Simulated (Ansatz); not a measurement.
# AgI (Iodargyrite): the cost of one run

Method: DFT, PBE, plane-wave PAW, default files, scalar-relativistic, as far as a step names no other, in Ansatz 0.2.0.

**1. Starting point**

It takes space group P6_3mc (No. 186, hexagonal). The conventional cell has a = 4.590 Å, b = 4.590 Å, c = 7.520 Å, α = 90.00°, β = 90.00°, γ = 120.00°. Ag (site symmetry 3m) has 4 I at 2.81 to 2.82 Å as nearest neighbours. Around I (site symmetry 3m) lie 4 Ag at 2.81 to 2.82 Å.

As a file:

```cif
data_structure
_symmetry_space_group_name_H-M 'P 1'
_symmetry_Int_Tables_number 1
_cell_length_a 4.5900
_cell_length_b 4.5900
_cell_length_c 7.5200
_cell_angle_alpha 90.000
_cell_angle_beta 90.000
_cell_angle_gamma 120.000
_cell_volume 137.21
loop_
_atom_site_label
_atom_site_type_symbol
_atom_site_fract_x
_atom_site_fract_y
_atom_site_fract_z
_atom_site_occupancy
Ag1 Ag 0.66667 0.33333 0.62830 1
Ag2 Ag 0.33333 0.66667 0.12830 1
I1 I 0.66667 0.33333 0.00170 1
I2 I 0.33333 0.66667 0.50170 1
```

The earlier run gave: gap on the mesh 1.37 eV, largest force 0.014 eV/Å, pressure 1.8 GPa.

The printed gradients, by site:

| site | atoms | first shell | V_zz (10²¹ V/m²) | η | C_Q (MHz) |
| --- | --- | --- | --- | --- | --- |
| Ag | 1, 2 | 4 I at 2.81–2.82 Å | -0.17 | 0.00 | – |
| I | 3, 4 | 4 Ag at 2.81–2.82 Å | 0.95 | 0.00 | -15.8 (¹²⁷I) |

Conventions: |V_zz| ≥ |V_yy| ≥ |V_xx|, η = (V_xx − V_yy)/V_zz, C_Q = eQV_zz/h. Quadrupole moments are those of Pyykkö's year-2017 table. A dash under C_Q marks elements without a common quadrupolar isotope.

**2. Settings changed: basis.ecutwfc = 350 eV**

Contents of input.yaml:

```yaml
crystal:
  lattice:
    - [4.59, 0.0, 0.0]
    - [-2.295, 3.9750566034, 0.0]
    - [0.0, 0.0, 7.52]
  atoms:
    - { symbol: Ag, position: [0.6666666667, 0.3333333333, 0.6282963144] }
    - { symbol: Ag, position: [0.3333333333, 0.6666666667, 0.1282963144] }
    - { symbol: I, position: [0.6666666667, 0.3333333333, 0.0017036856] }
    - { symbol: I, position: [0.3333333333, 0.6666666667, 0.5017036856] }
kpoints:
  mp_grid: { grid: [7, 7, 4] }
scf:
  occupations: { method: fermi_dirac, width: 0.02 }
hamiltonian:
  xc: pbe
  pseudopotentials: { kind: paw }
output:
  forces: true
  stress: true
  populations: true
  efg: { quadrupole_moments_barn: { I: -0.68822 }, contact_densities: true }
basis:
  ecutwfc: "350 eV"
```

Launch:

```
$ ansatz run input.yaml --threads 1 --pin off --max-ram 3072MiB --backend cpu --events-out ev --progress --plain --runs-dir out
```

What time and memory should one allow on 1 thread of AMD EPYC 9R14 (Zen 4), shared host?

About 8.7 s, with a peak of 0.49 GiB.
